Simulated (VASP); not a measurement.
Set up this calculation in VASP 6.6.1, as the native input.

```yaml
Task: single point
Functional: revPBE
Potentials_or_basis: VASP PAW PBE potentials, release 64 (Ru_pv)
Cutoff: 520 eV
k_mesh: 10 × 10 × 13
Occupations: fermi-dirac, width 0.1 eV
Spin: no spin polarisation
Dipole_correction: no
Further_INCAR_settings: ALGO = Fast; EDIFF = 1e-06; NBANDS = 28
```

The structure of Ru lies in POSCAR:

```
Ru
1.0
    4.3406002489      0.0000000000      0.0000000000
   -2.1703001244      3.7590700832      0.0000000000
    0.0000000000      0.0000000000      2.7289883988
Ru
3
Direct
    0.0000000000      0.0000000000      0.0000000000
    0.3333333333      0.6666666667      0.5000000000
    0.6666666667      0.3333333333      0.5000000000
```

This isn't the form of Ru at room conditions, which is hcp.

One way to write it, as run:

INCAR

```
ALGO = Fast ; EDIFF = 1E-6
ENCUT = 520 ; GGA = RE
ISIF = 2 ; ISMEAR = -1
LASPH = T ; LCHARG = T
LELF = T ; LREAL = F
LVHAR = T ; LWAVE = F
NBANDS = 28 ; NELM = 60
PREC = Accurate ; SIGMA = 0.1
```

KPOINTS

```
k-points
0
Gamma
  10 10 13
```

Potentials or basis: VASP PAW PBE potentials, release 64 (Ru_pv).

Command:

```sh
$ cat potpaw_PBE.64/Ru_pv/POTCAR > POTCAR
$ mpirun -np 1 vasp_std > vasp.out
```

It gave:

```yaml
Pressure: -10.0 GPa
Band_gap_on_the_k_mesh: none (metal or under the smearing width)
```

Caveat: the PAW data sets were made with another functional, which shifts forces and pressure a little.

Run time: 52 s on 1 thread of Intel(R) Xeon(R) 6975P-C (Granite Rapids), with other jobs on the host, peak memory 0.21 GiB.
